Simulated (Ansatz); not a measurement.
The crystal is In2O3 (R-3c).

The structure is trigonal, space group R-3c (No. 167). Conventional cell: a = 5.487 Å, b = 5.487 Å, c = 14.510 Å, α = 90.00°, β = 90.00°, γ = 120.00°. Nearest to In lie 6 O at 2.12 to 2.26 Å. O has 4 In at 2.12 to 2.26 Å nearest. Farther neighbours and most contacts between anions are not listed.

```
In O
1.0
     2.74350    1.58396    4.83667
    -2.74350    1.58396    4.83667
     0.00000   -3.16792    4.83667
In O
4 6
Direct
  0.35731 0.35731 0.35731
  0.14269 0.14269 0.14269
  0.64269 0.64269 0.64269
  0.85731 0.85731 0.85731
  0.54800 0.95200 0.25000
  0.25000 0.54800 0.95200
  0.95200 0.25000 0.54800
  0.45200 0.04800 0.75000
  0.75000 0.45200 0.04800
  0.04800 0.75000 0.45200
```

The cell and positions come from the Crystallography Open Database and are kept as given unless a step says otherwise. This is not the form that In2O3 usually takes at ambient conditions. PAW set soft_2, made with PBE.

Gaps computed with Ansatz 0.2.0 without a self-energy: LDA 1.18 eV, PBE 1.30 eV, HSE06 2.82 eV and DDH-PBE0 3.08 eV.

Question: Estimate the G0W0@PBE gap with 4×4×4 mesh, 526 empty bands, screening to 150 eV, default PAW files.

About 2.38 eV: on its mesh the run moves the gap from 1.31 eV by +1.08 eV. Among the scalar-relativistic levels given, HSE06 is nearest (+0.44 eV). Bands and cutoff are finite, so the gap is not at the basis limit. The miss can reach some tenths of an eV and take either sign; the mesh is an error of its own. The many-body steps are scalar-relativistic: spin-orbit coupling is not in them.

[Paths, hosts, dates, memory and timing lines, banners, echoed tables and standing remarks are left out of the program output.]

[Logs are printed without paths, hosts, clocks, repeated set-up lines and the standing remarks that a program may print on its own settings, such as how far it seeks lower states.]

[Runs of the session that timed out or met a known fault of the program may be left out.]

[Cells called generated may have been cut or substituted from an entry of the Crystallography Open Database or the Materials Project.]

[Hosts, paths, dates, database ids (printed as entryN), source tags and the programs' standing remarks are cut or masked in the printed files.]
